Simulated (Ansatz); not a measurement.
# Co (P6_3/mmc) in Ansatz: further runs

Runs on Co. Level: PBE. Tasks: single point, equation of state.

Program: Ansatz 0.2.0. These are calculated values, not measurements. Logs are shortened: lines on timing, memory, paths and dates and some standing lists are left out, and cuts for length are marked.

## (1) The structure

It takes space group P6_3/mmc (No. 194, hexagonal). The conventional cell has a = 2.471 Å, b = 2.471 Å, c = 8.088 Å, α = 90.00°, β = 90.00°, γ = 120.00°. Around Co (site symmetry -6m2) lie 12 Co at 2.47 Å. Co (site symmetry -3m) is surrounded by 12 Co at 2.47 Å.

## (2) Single point, PBE, collinear spin, ferromagnetic start, 10.05 Å³/atom (volume scaled by 0.94)

input.yaml reads:

```yaml
crystal:
  lattice:
    - [2.4201280013, 0.0, 0.0]
    - [-1.2100640007, 2.0958923296, 0.0]
    - [0.0, 0.0, 7.9231214745]
  atoms:
    - { symbol: Co, position: [0.6666666667, 0.3333333333, 0.75], spin: 2.0 }
    - { symbol: Co, position: [0.0, 0.0, 0.5], spin: 2.0 }
    - { symbol: Co, position: [0.3333333333, 0.6666666667, 0.25], spin: 2.0 }
    - { symbol: Co, position: [0.0, 0.0, 0.0], spin: 2.0 }
hamiltonian:
  xc: pbe
  pseudopotentials: { kind: paw }
magnetization:
  spin_polarized: true
kpoints:
  mp_grid: { grid: [12, 12, 4] }
scf:
  occupations: { method: fermi_dirac, width: 0.05 }
output:
  forces: true
  stress: true
  eigenvalues: true
```

Potentials or basis: Ansatz PAW.

Run with:

```sh
$ ansatz run input.yaml --threads 2 --pin off --max-ram 5120MiB --backend cpu --events-out ev --progress --plain --runs-dir out
```

Log:

```text
Warning: RAYON_NUM_THREADS=2 ignored (pool sized by the plan → 2); use --threads N
Engine: ansatz 0.2.0, x86_64-unknown-linux-gnu
Pseudopotentials: kind: paw
Pseudopotential: Co, paw, valence charge 17, recommended cutoff 420 eV (normal), Co.paw.azcp
Functional definition: PBE
  parameter kappa = 0.804
  parameter beta = 0.06672455060314922
  exchange = pbe_x(kappa = kappa, mu = beta*pi^2/3)
  correlation = pbe_c(beta = beta)
Crystal: 4 atoms, lattice volume = 40.189 Å³
Basis set: ecut = 420 eV, 741 PW (Γ), exchange–correlation on 36×36×108 points (8 copies of the dense FFT grid, shifted against one another)
Bands: 46, of which v1, the nominal top of the filled ones, is band 34 counted from 1 (33 counted from 0)
Symmetry: 24 space group operations
Space group: P63/mmc (ITA 194), of the structure as read, at distance tolerance 3.4e-5 Å
Magnetic group: BNS 194.263 (UNI 1493), of the structure as read, at distance tolerance 3.4e-5 Å
k-points: 57 of 576
Non-local potential: Co, projectors of the file, l = 0: 3, l = 1: 2, l = 2: 3, l = 3: 1
PAW form: soft (Blöchl's): semilocal exchange-correlation on the pseudo side does not see the compensation charge
PAW one-centre angular grid: Co, 590 points (default); XC on 64 Gauss nodes
Initial density: superposition of atomic densities (chi_scale 0.1, normalization cell)
Starting moments: Σ|m| = 8 μB on 4 of 4 sites
Initial wavefunctions: pseudopotential atomic-orbital guess
Functional: x = pbe(κ = 0.804, μ = 0.2195149727645171), c = pbe(β = 0.06672455060314922)
SCF iter   1: F=—  HF=-20502.893246 eV  |F-HF|=—  |Δ(HF+E_count)|=         —  Δρ=8.22e-2 (↑7.73e-2 ↓8.22e-2)  dr2=5.64e0  dr2_m=1.07e-1  M=6.712 μB ∫|m|=6.943 μB  β_m=0.30  ethr=3.10e-3  ⟨swp⟩=5.8  Hψ=17600  notcnv=0  defer=11
Mixer restart at iter 1: flushing history
preconditioner: auto → none  [metal: Δε(μ)=0.016 eV  Ē_g=9.722 eV  σ=0.050 eV  W_gap=0.08  n_scr=6 (ndim 8)  ℏωp=35.1 eV  f_vac=0.000  D(μ)=3.74/eV (n_scr^D=52)  sad-step TF]
SCF iter   2: F=—  HF=-20501.164195 eV  |F-HF|=—  |Δ(HF+E_count)|=    1.73e0  Δρ=3.17e-2 (↑1.41e-2 ↓3.17e-2)  dr2=4.06e-1  dr2_m=9.70e-2  M=6.848 μB ∫|m|=7.156 μB  β_m=0.34  ethr=3.10e-3  ⟨swp⟩=2.4  Hψ=8892  notcnv=0  defer=432
SCF iter   3: F=—  HF=-20502.475138 eV  |F-HF|=—  |Δ(HF+E_count)|=    1.31e0  Δρ=1.72e-2 (↑1.72e-2 ↓1.01e-2)  dr2=4.90e-2  dr2_m=3.50e-2  M=6.726 μB ∫|m|=7.112 μB  β_m=0.50  ethr=5.96e-4  ⟨swp⟩=2.1  Hψ=6857  notcnv=0  defer=433
SCF iter   4: F=—  HF=-20503.769239 eV  |F-HF|=—  |Δ(HF+E_count)|=    1.29e0  Δρ=1.54e-2 (↑1.54e-2 ↓1.31e-2)  dr2=1.51e-1  dr2_m=8.16e-3  M=6.577 μB ∫|m|=7.023 μB  β_m=0.75  ethr=7.21e-5  ⟨swp⟩=2.9  Hψ=9385  notcnv=0  defer=434
[... 11 lines left out ...]
SCF converged after 14 iterations
Magnetization: 6.2677 μB (37.1338 up, 30.8662 down)
Absolute magnetization: 6.8146 μB (∫|ρ↑−ρ↓|, with the PAW one-centre terms)
Spin contamination: 0.0890 ħ² per cell (⟨S²⟩ above its minimum at these occupations)
Per-site moments (μB) at R_I (Å): [(1.6419258843402793, 0.9983028005515256), (1.6179600732353971, 0.9983028005515256), (1.6419258843402782, 0.9983028005515256), (1.6179600732353971, 0.9983028005515256)]
Free energy (F): -20504.387445 eV
Harris-Foulkes:  -20504.387445 eV  (|F-HF|=1.19e-9)
Internal energy: -20504.353599 eV  (E = F + TS)
E sigma→0 (E₀):  -20504.370522 eV
Entropy (-TS):   -0.033845 eV (-8.461 meV/atom)
Fermi energy:    20.549258 eV
--- Per-component energies (eV) ---
  E_band       = -861.355746
  E_kinetic    = 1824.859925
  E_local      = -10887.231545  (includes V_loc(G=0)·N_el)
  E_nonlocal   = 1816.133682
  E_hartree    = 4583.610080
  E_xc         = -639.700401
  E_vxc        = -825.772933  (∫ρ·V_xc dr)
  E_paw        = -6061.748170  (= ΣΔE_a)
  E_vpaw       = -1956.562258  (= ΣTr[D̂ρ^β])
  E_aug_tail   = 0.000447  (compensation charges beyond the density's cutoff)
  E_ewald      = -11140.277617
  E_smearing   = -0.033845  (= −TS)
  E_closure    = 0.000000  (closes the sum)
  Σ components = -20504.387445   (vs F -20504.387445, Δ=0.00e0)
--- Forces (eV/Å), atoms counted from 1 ---
  atom   1  Co     0.00000000    -0.00000000     0.00000000
  atom   2  Co     0.00000000     0.00000000    -0.00000000
  atom   3  Co    -0.00000000     0.00000000     0.00000000
  atom   4  Co     0.00000000     0.00000000     0.00000000
  max |Σ_I F_I| component: 1.04e-17 eV/Å
--- Stress (GPa, compression-positive) ---
       21.914522       0.000000       0.000000
        0.000000      21.914522       0.000000
        0.000000       0.000000      17.934853
  P = ⅓ Tr σ = 20.5880 GPa (205.880 kbar)
--- Band table (eV; the first three rows and the last of 114) ---
  k-point 0 ↑: bands = ["-75.6259", "-75.6030", "-75.5624", "-75.5394", "-39.0726", "-38.9000", "-38.8208", "-38.6852", "-38.6852", "-38.6641", "-38.6641", "-38.6458", "-38.6458", "-38.6445", "-38.6246", "-38.6246", "10.9938", "13.3096", "13.3322", "14.9276", "17.3270", "17.3624", "17.6393", "17.6393", "17.6852", "17.6852", "17.7037", "17.9574", "17.9574", "18.0408", "18.0408", "18.7326", "18.7326", "19.0946", "19.0946", "19.4415", "19.4415", "19.8795", "19.8795", "20.1115", "27.3294", "35.9384", "35.9482", "42.7996", "43.3698", "44.3855"]
  k-point 1 ↑: bands = ["-75.6234", "-75.6078", "-75.5577", "-75.5420", "-39.0571", "-38.9498", "-38.7704", "-38.6832", "-38.6832", "-38.6693", "-38.6693", "-38.6605", "-38.6406", "-38.6406", "-38.6267", "-38.6267", "11.1585", "12.3957", "14.1888", "14.8917", "17.3890", "17.6155", "17.6563", "17.6694", "17.6694", "17.7164", "17.7164", "17.9111", "17.9111", "17.9864", "17.9864", "18.7952", "18.7952", "19.0423", "19.0423", "19.5237", "19.5237", "19.5274", "19.8264", "19.8264", "28.2263", "33.0023", "39.0006", "42.8943", "43.2731", "44.0829"]
  k-point 2 ↑: bands = ["-75.6165", "-75.6165", "-75.5490", "-75.5490", "-39.0134", "-39.0134", "-38.7056", "-38.7056", "-38.6773", "-38.6773", "-38.6773", "-38.6773", "-38.6325", "-38.6325", "-38.6325", "-38.6325", "11.6404", "11.6404", "14.7093", "14.7093", "17.5323", "17.5323", "17.7348", "17.7348", "17.7348", "17.7348", "17.8884", "17.8884", "17.8884", "17.8884", "18.4221", "18.4221", "18.9247", "18.9247", "18.9247", "18.9247", "19.6873", "19.6873", "19.6873", "19.6873", "30.3354", "30.3354", "41.9474", "41.9474", "43.1436", "43.1436"]
  k-point 56 ↓: bands = ["-73.5278", "-73.5278", "-73.5185", "-73.5185", "-37.0237", "-37.0237", "-36.9955", "-36.9955", "-36.9466", "-36.9466", "-36.9275", "-36.9275", "-36.7956", "-36.7956", "-36.7800", "-36.7800", "17.3037", "17.3037", "17.4672", "17.4672", "17.4707", "17.4707", "17.5504", "17.5504", "18.6468", "18.6468", "18.7324", "18.7324", "20.1797", "20.1797", "20.7785", "20.7785", "21.5666", "21.5666", "21.6872", "21.6872", "26.5910", "26.5910", "27.2039", "27.2039", "27.8718", "27.8718", "30.7578", "30.7578", "32.7035", "32.7035"]
```

Run time: 38 s. Hardware: 2 threads of Intel Xeon at 2.50GHz (Skylake/Cascade Lake), shared host; peak memory 0.53 GiB.

What came out:

| Quantity | Value |
| --- | --- |
| Free energy | -20504.3874 eV |
| Pressure | 20.6 GPa |
| Band gap on the k mesh | none (metal or under the smearing width) |
| Net moment | 6.27 μB per cell |
| Absolute moment | 6.81 μB per cell |
| Site moments | Co +1.64, +1.62 μB |

## (3) Single point, PBE, collinear spin, ferromagnetic start, 10.26 Å³/atom (volume scaled by 0.96)

Edit input.yaml of step 2 so:

```diff
@@ -2,5 +2,5 @@
   lattice:
-    - [2.4201280013, 0.0, 0.0]
-    - [-1.2100640007, 2.0958923296, 0.0]
-    - [0.0, 0.0, 7.9231214745]
+    - [2.4371717178, 0.0, 0.0]
+    - [-1.2185858589, 2.110652621, 0.0]
+    - [0.0, 0.0, 7.978919943]
   atoms:
```

Potentials or basis: Ansatz PAW.

Run with:

```sh
$ ansatz run input.yaml --threads 2 --pin off --max-ram 5120MiB --backend cpu --events-out ev --progress --plain --runs-dir out
```

It took 38 s on 2 threads of Intel Xeon at 2.50GHz (Skylake/Cascade Lake), shared host; peak memory 0.53 GiB.

Results (log left out):

```yaml
Free_energy: -20504.4814 eV
Pressure: 14.7 GPa
Band_gap_on_the_k_mesh: none (metal or under the smearing width)
Net_moment: 6.40 μB per cell
Absolute_moment: 6.96 μB per cell
Site_moments: Co +1.68, +1.65 μB
```

## (4) Single point, PBE, collinear spin, ferromagnetic start, 10.47 Å³/atom (volume scaled by 0.98)

Edit input.yaml of step 3 so:

```diff
@@ -2,5 +2,5 @@
   lattice:
-    - [2.4371717178, 0.0, 0.0]
-    - [-1.2185858589, 2.110652621, 0.0]
-    - [0.0, 0.0, 7.978919943]
+    - [2.4539803297, 0.0, 0.0]
+    - [-1.2269901649, 2.125209306, 0.0]
+    - [0.0, 0.0, 8.033948716]
   atoms:
```

Run with:

```sh
$ ansatz run input.yaml --threads 2 --pin off --max-ram 5120MiB --backend cpu --events-out ev --progress --plain --runs-dir out
```

Run time: 36 s. Hardware: 2 threads of Intel Xeon at 2.50GHz (Skylake/Cascade Lake), shared host; peak memory 0.53 GiB.

It converged, with:

| Item | Value |
| --- | --- |
| Free energy | -20504.5458 eV |
| Pressure | 9.5 GPa |
| Band gap on the k mesh | none (metal or under the smearing width) |
| Net moment | 6.52 μB per cell |
| Absolute moment | 7.10 μB per cell |
| Site moments | Co +1.71, +1.69 μB |

## (5) Single point, PBE, collinear spin, ferromagnetic start, 10.69 Å³/atom

Edit input.yaml of step 4 so:

```diff
@@ -2,5 +2,5 @@
   lattice:
-    - [2.4539803297, 0.0, 0.0]
-    - [-1.2269901649, 2.125209306, 0.0]
-    - [0.0, 0.0, 8.033948716]
+    - [2.4705617809, 0.0, 0.0]
+    - [-1.2352808905, 2.1395692639, 0.0]
+    - [0.0, 0.0, 8.0882338]
   atoms:
```

Run with:

```sh
$ ansatz run input.yaml --threads 2 --pin off --max-ram 5120MiB --backend cpu --events-out ev --progress --plain --runs-dir out
```

Wall time 39 s (2 threads of Intel Xeon at 2.50GHz (Skylake/Cascade Lake), shared host); peak memory 0.54 GiB.

It converged, with:

```
Free energy            : -20504.5835 eV
Pressure               : 4.7 GPa
Band gap on the k mesh : none (metal or under the smearing width)
Net moment             : 6.61 μB per cell
Absolute moment        : 7.21 μB per cell
Site moments           : Co +1.73, +1.71 μB
```

## (6) Single point, PBE, collinear spin, ferromagnetic start, 10.90 Å³/atom (volume scaled by 1.02)

Edit input.yaml of step 5 so:

```diff
@@ -2,5 +2,5 @@
   lattice:
-    - [2.4705617809, 0.0, 0.0]
-    - [-1.2352808905, 2.1395692639, 0.0]
-    - [0.0, 0.0, 8.0882338]
+    - [2.486923594, 0.0, 0.0]
+    - [-1.2434617971, 2.1537390097, 0.0]
+    - [0.0, 0.0, 8.1417998233]
   atoms:
```

Potentials or basis: Ansatz PAW.

Run with:

```sh
$ ansatz run input.yaml --threads 2 --pin off --max-ram 5120MiB --backend cpu --events-out ev --progress --plain --runs-dir out
```

It took 38 s on 2 threads of Intel Xeon at 2.50GHz (Skylake/Cascade Lake), shared host; peak memory 0.54 GiB.

The run converged. Its results:

* Free energy: -20504.5965 eV
* Pressure: 0.3 GPa
* Band gap on the k mesh: none (metal or under the smearing width)
* Net moment: 6.68 μB per cell
* Absolute moment: 7.29 μB per cell
* Site moments: Co +1.75, +1.73 μB

## (7) Single point, PBE, collinear spin, ferromagnetic start, 11.12 Å³/atom (volume scaled by 1.04)

Edit input.yaml of step 6 so:

```diff
@@ -2,5 +2,5 @@
   lattice:
-    - [2.486923594, 0.0, 0.0]
-    - [-1.2434617971, 2.1537390097, 0.0]
-    - [0.0, 0.0, 8.1417998233]
+    - [2.503072901, 0.0, 0.0]
+    - [-1.2515364506, 2.1677247198, 0.0]
+    - [0.0, 0.0, 8.1946701348]
   atoms:
```

Run with:

```sh
$ ansatz run input.yaml --threads 2 --pin off --max-ram 5120MiB --backend cpu --events-out ev --progress --plain --runs-dir out
```

Run time: 43 s. Hardware: 2 threads of Intel Xeon at 2.50GHz (Skylake/Cascade Lake), shared host; peak memory 0.54 GiB.

The run converged. Its results:

```
Free energy            : -20504.5874 eV
Pressure               : -3.6 GPa
Band gap on the k mesh : none (metal or under the smearing width)
Net moment             : 6.74 μB per cell
Absolute moment        : 7.37 μB per cell
Site moments           : Co +1.77, +1.75 μB
```

## (8) Single point, PBE, collinear spin, ferromagnetic start, 11.33 Å³/atom (volume scaled by 1.06)

Edit input.yaml of step 7 so:

```diff
@@ -2,5 +2,5 @@
   lattice:
-    - [2.503072901, 0.0, 0.0]
-    - [-1.2515364506, 2.1677247198, 0.0]
-    - [0.0, 0.0, 8.1946701348]
+    - [2.5190164704, 0.0, 0.0]
+    - [-1.2595082352, 2.1815322559, 0.0]
+    - [0.0, 0.0, 8.2468668932]
   atoms:
```

Run with:

```sh
$ ansatz run input.yaml --threads 2 --pin off --max-ram 5120MiB --backend cpu --events-out ev --progress --plain --runs-dir out
```

Run time: 41 s. Hardware: 2 threads of Intel Xeon at 2.50GHz (Skylake/Cascade Lake), shared host; peak memory 0.54 GiB.

It converged, with:

* Free energy: -20504.5585 eV
* Pressure: -7.1 GPa
* Band gap on the k mesh: none (metal or under the smearing width)
* Net moment: 6.80 μB per cell
* Absolute moment: 7.45 μB per cell
* Site moments: Co +1.78, +1.77 μB

## (9) Equation of state, PBE, collinear spin, ferromagnetic start

Potentials or basis: Ansatz PAW.

This step only gathers the single runs of the series.

What came out:

```
Equilibrium volume                        : 10.92 Å³/atom
Bulk modulus at fixed shape and positions : 210 GPa
Pressure derivative of the bulk modulus   : 3.9
```

Energy against volume, from the lowest point:
```tsv
volume (Å³/atom)	energy (meV/atom)
10.047	52.27
10.261	28.79
10.475	12.67
10.688	3.26
10.902	0.00
11.116	2.28
11.330	9.50
```

Caveat: the cell was scaled at fixed shape and fractional positions, which overstates the stiffness of a crystal with free parameters, most of all of layers and chains.
